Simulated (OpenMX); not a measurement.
As:

```
CELL_PARAMETERS angstrom
2.70368 0.00000 0.00000
0.00000 2.70368 0.00000
0.00000 0.00000 2.70368
ATOMIC_POSITIONS crystal
As 0.50000 0.50000 0.50000
```

This isn't the form of As at room conditions, which is rhombohedral.

| Item | Value |
| --- | --- |
| Program | OpenMX 3.8.5 |
| Task | single point |
| Functional | PBE |
| Potentials or basis | OpenMX 2013 PBE set, As7.0-s3p2d2, grid cutoff 500 Ry |
| k mesh | 11 × 11 × 11 |
| Occupations | fermi-dirac, width 0.05 eV |
| Spin | no spin polarisation |

On this cell: pressure 4.7 GPa; band gap on the k mesh none (metal or under the smearing width).

The same run follows on a disturbed copy (cell strained at random at fixed volume):

```
As
1.0
     2.71004   -0.01738   -0.01186
    -0.01738    2.72970    0.03326
    -0.01186    0.03326    2.67219
As
1
Direct
  0.48435 0.50553 0.49638
```

Problem. What changes?

Solution. The energy (extrapolated to zero smearing) moves by +3.3 meV/atom; pressure 4.9 GPa; band gap on the k mesh none (metal or under the smearing width).

Caveats: the basis of atomic orbitals isn't converged, which shifts pressures, moduli and gaps.
